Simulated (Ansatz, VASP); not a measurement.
## TiO2 in VASP and in Ansatz

File INCAR:

```
SYSTEM = TiO2
PREC = Accurate
ENCUT = 520
EDIFF = 1E-7
ISMEAR = 0
SIGMA = 0.05
LREAL = .False.
LASPH = .True.
NELM = 80
ALGO = Normal
ISIF = 2
LWAVE = .False.
LCHARG = .True.
GGA = PE
LELF = .True.
LVHAR = .True.
NBANDS = 33
```

KPOINTS

```
Automatic mesh
0
Gamma
  8 8 10
  0 0 0
```

POSCAR

```
TiO2
1.0
    4.5996968266      0.0000000000      0.0000000000
    0.0000000000      4.5996968266      0.0000000000
    0.0000000000      0.0000000000      3.1816102949
Ti O
2 4
Direct
    0.0000000000      0.0000000000      0.0000000000
    0.5000000000      0.5000000000      0.5000000000
    0.3050970583      0.3050970583      0.0000000000
    0.1949029417      0.8050970583      0.5000000000
    0.6949029417      0.6949029417      0.0000000000
    0.8050970583      0.1949029417      0.5000000000
```

Input for Ansatz:

```yaml
crystal:
  lattice:
    - [4.5996968266, 0.0, 0.0]
    - [0.0, 4.5996968266, 0.0]
    - [0.0, 0.0, 3.1816102949]
  atoms:
    - { symbol: Ti, position: [0.0, 0.0, 0.0] }
    - { symbol: Ti, position: [0.5, 0.5, 0.5] }
    - { symbol: O, position: [0.3050970583, 0.3050970583, 0.0] }
    - { symbol: O, position: [0.1949029417, 0.8050970583, 0.5] }
    - { symbol: O, position: [0.6949029417, 0.6949029417, 0.0] }
    - { symbol: O, position: [0.8050970583, 0.1949029417, 0.5] }
basis:
  ecutwfc: 520.0
kpoints:
  mp_grid: { grid: [8, 8, 10] }
hamiltonian:
  xc: pbe
  pseudopotentials: { kind: paw, azcp: { folder: soft_1 } }
scf:
  occupations: { method: gaussian, width: 0.05 }
output:
  forces: true
  stress: true
  eigenvalues: true
```

Alike in both runs: task single point; functional PBE; k mesh 8 × 8 × 10; occupations gaussian, width 0.05 eV; no spin polarisation.

|  | VASP | Ansatz |
| --- | --- | --- |
| version | VASP 6.6.1 | Ansatz 0.2.0 |
| potentials or method | VASP PAW PBE potentials, release 64 (Ti_sv, O) | scalar-relativistic, plane waves, PAW |
| plane-wave cutoff (eV) | 520 | 520 |
| valence electrons in the cell | 48 | 48 |

|  | VASP | Ansatz | Ansatz less VASP |
| --- | --- | --- | --- |
| gap on the k mesh at the Fermi level (eV) | 1.62 | 1.65 | +0.029 |
| least direct gap on the mesh (eV) | 1.62 | 1.65 | +0.029 |
| pressure (GPa) | -12.1 | -12.6 | -0.58 |
| largest component of the traceless stress (GPa) | 12.31 | 12.42 | +0.110 |
| rms of the force components (eV/Å) | 0.023 | 0.023 | -0.0001 |

Atom by atom the forces differ by 0.000 eV/Å (rms over components). The functional is the same, so the differences come from potentials, cutoffs and numerics.

A k mesh can miss the band edges.
